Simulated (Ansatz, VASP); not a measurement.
**One calculation of GaAs, two programs**

```xyz
2
Lattice="0.0000 2.8268 2.8268 2.8268 0.0000 2.8268 2.8268 2.8268 0.0000" Properties=species:S:1:pos:R:3 pbc="T T T"
As    4.2403    4.2403    4.2403
Ga    0.0000    0.0000    0.0000
```

Alike in both runs: task relaxation of cell and atoms; functional PBE; dispersion D3(BJ); k mesh 8 × 8 × 8; occupations fermi-dirac, width 0.05 eV; no spin polarisation.

|  | VASP | Ansatz |
| --- | --- | --- |
| version | VASP 6.6.1 | Ansatz 0.2.0 |
| potentials or method | VASP PAW PBE potentials, release 64 (As, Ga_d) | Ansatz PAW |
| plane-wave cutoff (eV) | 600 | 420 |
| valence electrons in the cell | 18 | 28 |

VASP gave:

| Quantity | Value |
| --- | --- |
| relaxed volume (Å³/atom) | 22.91 |
| relaxed cell length with the largest relative difference (Å) | 4.016 |

Which values does Ansatz return?

Relaxed volume (Å³/atom): 22.85; relaxed cell length with the largest relative difference (Å): 4.013.

The two sets of potentials don't hold the same shells in valence.

Caveats: the plane-wave basis is chosen anew once the cell has moved, so the energies of steps on either side of that aren't comparable (Ansatz). Zero-point motion and thermal expansion aren't in these numbers.
